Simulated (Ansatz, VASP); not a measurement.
InP (e600) in VASP and in Ansatz

```xyz
2
Lattice="0.0000 2.9794 2.9794 2.9794 0.0000 2.9794 2.9794 2.9794 0.0000" Properties=species:S:1:pos:R:3 pbc="T T T"
In    0.0000    0.0000    0.0000
P     1.4897    1.4897    1.4897
```

Alike in both runs: functional PBE; k mesh 10 × 10 × 10; occupations gaussian, width 0.02 eV; no spin polarisation.

Ansatz relaxed the structure, and its values are those at the end. VASP's run is a single point on that final structure, the one shown.

|  | VASP | Ansatz |
| --- | --- | --- |
| version | VASP 6.6.1 | Ansatz 0.2.0 |
| potentials or method | VASP PAW PBE potentials, release 64 (In_d, P) | scalar-relativistic, plane waves, PAW |
| plane-wave cutoff (eV) | 520 | 600 |
| valence electrons in the cell | 18 | 18 |

```csv
,VASP,Ansatz,Ansatz less VASP
gap on the k mesh at the Fermi level (eV),0.44,0.44,+0.003
least direct gap on the mesh (eV),0.44,0.44,+0.003
pressure (GPa),0.0,0.0,+0.04
```

Caveats: spin-orbit coupling is left out, which moves the levels of the heavy elements. A hybrid or GW would open this gap; PBE tends to underestimate it.
